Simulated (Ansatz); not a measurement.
Strain and the gap of KBr (zincblende)

KBr in the zincblende structure, relaxed with r2SCAN in the plane-wave code Ansatz. Space group F-43m (No. 216), cubic; a = 7.377 Å in the conventional setting, 50.17 Å³ an atom. K has 4 Br at 3.19 Å; Br has 4 K at 3.19 Å.

The axes x, y and z are those of this cell:
```xyz
2
Lattice="0.0000 3.6883 3.6883 3.6883 0.0000 3.6883 3.6883 3.6883 0.0000" Properties=species:S:1:pos:R:3 pbc="T T T"
K     0.0000    0.0000    0.0000
Br    1.8441    1.8441    1.8441
```

Unstrained: With PBE the valence top lies at k = (0, 0.229, -1/4) and the conduction bottom at Γ, 4.282 eV higher; the smallest vertical gap, at Γ, is 4.298 eV. Least and direct gap differ so little that the kind isn't settled. r2SCAN gives an indirect gap of 4.841 eV, from k = (0, 0.229, -1/4) to Γ; the least direct gap is 4.856 eV at Γ. Least and direct gap differ so little that the kind isn't settled. With HSE06 the valence top lies at k = (0, 0.229, -1/4) and the conduction bottom at Γ, 5.392 eV higher; the smallest vertical gap, at Γ, is 5.405 eV. Least and direct gap differ so little that the kind isn't settled. Meshes: PBE 6×6×6, r2SCAN 6×6×6, HSE06 4×4×4. Strains are changes of length per length, and xy shears are angles. After each strain the atoms were relaxed again with r2SCAN within the symmetry that the strain leaves, so tilts or polar shifts that break it weren't tested; points keep the names that they have in the unstrained zone. (Calculated; spin-unpolarised; the phase may be known or hypothetical.)

Changes of the least gap in eV (an overlap counts as a negative gap):
```tsv
strain	volume change (%)	space group	PBE	r2SCAN	HSE06	G0W0@PBE (mesh)	energy rise, r2SCAN (meV/atom)
xy shear, engineering strain (angle) +3.0 %	0.0	Imm2	-0.022	-0.022	-0.023	–	0.3
isotropic -2.0 % on every length	-5.9	F-43m	+0.107	+0.091	+0.115	+0.06	6.2
epitaxial +2.5 % in the xy plane, free normal strain -5.27 %	-0.5	I-4m2	-0.032	-0.032	-0.033	-0.04	0.0
epitaxial -2.0 % in the xy plane, free normal strain +3.66 %	-0.4	I-4m2	-0.027	-0.027	-0.027	-0.03	0.2
isotropic +4.0 % on every length	+12.5	F-43m	-0.205	-0.171	-0.222	–	19.3
```
Unstrained, G0W0@PBE with 418 empty bands, a screening cutoff of 150 eV and a 4×4×4 mesh gives 7.12 eV on its mesh; the band count follows the volume. G0W0 values are finite-basis, finite-mesh values.

Xy shear, engineering strain (angle) +3.0 %. HSE06: the gap goes from 5.392 to 5.369 eV (-0.023 eV); the edges go from (0, 0.229, -1/4) → Γ to (0.229, 0.229, 0.479) → Γ. Stress change with r2SCAN, compression positive: xx 0.00, yy 0.00, zz -0.01, xy -0.07 GPa.

Isotropic -2.0 % on every length. HSE06: the gap goes from 5.392 to 5.507 eV (+0.115 eV); the edges go from (0, 0.229, -1/4) → Γ to Γ–K (0.72) → Γ. Stress change with r2SCAN, compression positive: xx +0.70, yy +0.70, zz +0.70 GPa.

Epitaxial +2.5 % in the xy plane, free normal strain -5.27 %. HSE06: the gap goes from 5.392 to 5.359 eV (-0.033 eV); the edges go from (0, 0.229, -1/4) → Γ to L → Γ. Stress change with r2SCAN, compression positive: xx +0.01, yy +0.01, zz -0.01 GPa.

Epitaxial -2.0 % in the xy plane, free normal strain +3.66 %. HSE06: the gap goes from 5.392 to 5.365 eV (-0.027 eV); the edges go from (0, 0.229, -1/4) → Γ to (0.271, 0.271, -0.438) → Γ. Stress change with r2SCAN, compression positive: xx +0.04, yy +0.04, zz 0.00 GPa.

Isotropic +4.0 % on every length. HSE06: the gap goes from 5.392 to 5.170 eV (-0.222 eV); the edges go from (0, 0.229, -1/4) → Γ to Γ–K (0.50) → Γ. Stress change with r2SCAN, compression positive: xx -0.90, yy -0.90, zz -0.90 GPa.

Spin-orbit coupling is left out.

Where an edge lies off the special points, it is a point of the mesh or the k point where a search put PBE's edge or least direct gap, reused for the other functionals, whose own edges may lie a little apart.

Coordinates of k points refer to the reciprocal vectors of the primitive cell of the runs.

The meshes of the hybrids are coarse, so their gaps aren't converged to the digits shown.
